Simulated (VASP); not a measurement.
Set up this calculation in VASP 6.6.1, as the native input.

| Quantity | Value |
| --- | --- |
| Task | band structure |
| Functional | PBEsol |
| Potentials or basis | VASP PAW PBE potentials, release 64 (I, Mg) |
| Cutoff | 520 eV |
| k mesh | 8 × 8 × 4 |
| Occupations | gaussian, width 0.02 eV |
| Spin | no spin polarisation |
| Ladder | gaps |
| Further INCAR settings | ALGO = Normal; EDIFF = 1e-07 |

Crystal: MgI2.

```
I Mg
1.0
     4.14000    0.00000    0.00000
    -2.07000    3.58535    0.00000
     0.00000    0.00000    6.88000
I Mg
2 1
Direct
  0.66667 0.33333 0.75000
  0.33333 0.66667 0.25000
  0.00000 0.00000 0.00000
```

These files were run (other wordings do the same):

POSCAR

```
MgI2
1.0
    4.1400000000      0.0000000000      0.0000000000
   -2.0700000000      3.5853451717      0.0000000000
    0.0000000000      0.0000000000      6.8800000000
I Mg
2 1
Direct
    0.6666666667      0.3333333333      0.7500000000
    0.3333333333      0.6666666667      0.2500000000
    0.0000000000      0.0000000000      0.0000000000
```

INCAR.step1

```
SYSTEM = MgI2
ALGO     = Normal         ! electronic algorithm
EDIFF    = 1E-7           ! SCF threshold, eV
ENCUT    = 520            ! plane-wave cutoff, eV
GGA      = PS             ! functional
ISIF     = 2              ! what is computed and relaxed
ISMEAR   = 0              ! smearing method
LASPH    = .True.         ! aspherical terms in the spheres
LCHARG   = .True.         ! write CHGCAR
LREAL    = .False.        ! projectors in reciprocal space
LWAVE    = .False.        ! write WAVECAR
NELM     = 80             ! most SCF steps
PREC     = Accurate       ! precision mode
SIGMA    = 0.02           ! smearing width, eV
```

KPOINTS.step1

```
k-points
0
Gamma
  8 8 4
  0 0 0
```

INCAR.step2

```
SYSTEM = MgI2
ALGO     = Normal         ! electronic algorithm
EDIFF    = 1E-7           ! SCF threshold, eV
ENCUT    = 520            ! plane-wave cutoff, eV
GGA      = PS             ! functional
ICHARG   = 11             ! starting density
ISIF     = 2              ! what is computed and relaxed
ISMEAR   = 0              ! smearing method
LASPH    = .True.         ! aspherical terms in the spheres
LCHARG   = .False.        ! write CHGCAR
LREAL    = .False.        ! projectors in reciprocal space
LWAVE    = .False.        ! write WAVECAR
NELM     = 80             ! most SCF steps
PREC     = Accurate       ! precision mode
SIGMA    = 0.05           ! smearing width, eV
```

KPOINTS.step2

```
path GMKGALHA,LM,KH
15
line-mode
reciprocal
 0.0000000000  0.0000000000  0.0000000000  G
 0.5000000000  0.0000000000  0.0000000000  M

 0.5000000000  0.0000000000  0.0000000000  M
 0.3333333333  0.3333333333  0.0000000000  K

 0.3333333333  0.3333333333  0.0000000000  K
 0.0000000000  0.0000000000  0.0000000000  G

 0.0000000000  0.0000000000  0.0000000000  G
 0.0000000000  0.0000000000  0.5000000000  A

 0.0000000000  0.0000000000  0.5000000000  A
 0.5000000000  0.0000000000  0.5000000000  L

 0.5000000000  0.0000000000  0.5000000000  L
 0.3333333333  0.3333333333  0.5000000000  H

 0.3333333333  0.3333333333  0.5000000000  H
 0.0000000000  0.0000000000  0.5000000000  A

 0.5000000000  0.0000000000  0.5000000000  L
 0.5000000000  0.0000000000  0.0000000000  M

 0.3333333333  0.3333333333  0.0000000000  K
 0.3333333333  0.3333333333  0.5000000000  H
```

Potentials or basis: VASP PAW PBE potentials, release 64 (I, Mg).

Launch:

```sh
$ cat potpaw_PBE.64/I/POTCAR potpaw_PBE.64/Mg/POTCAR > POTCAR
$ cp INCAR.step1 INCAR
$ cp KPOINTS.step1 KPOINTS
$ mpirun -np 1 vasp_std > vasp.out
$ cp INCAR.step2 INCAR
$ cp KPOINTS.step2 KPOINTS
$ mpirun -np 1 vasp_std > vasp.out
```

Results of the run:

```yaml
Band_gap_on_the_k_mesh: 3.42 eV, indirect (least direct gap 3.51 eV)
Band_gap_along_the_path: 3.40 eV, indirect (least direct gap 3.51 eV)
```

Caveat: the log is that of the step along the path at fixed density, whose energy, stress, charges and moments have no meaning; spin-orbit coupling is left out, which moves the levels of the heavy elements.

Wall time 98 s on 1 thread of Intel(R) Xeon(R) Platinum 8259CL CPU @ 2.50GHz (Skylake/Cascade Lake), with other jobs on the host, peak memory 0.34 GiB.
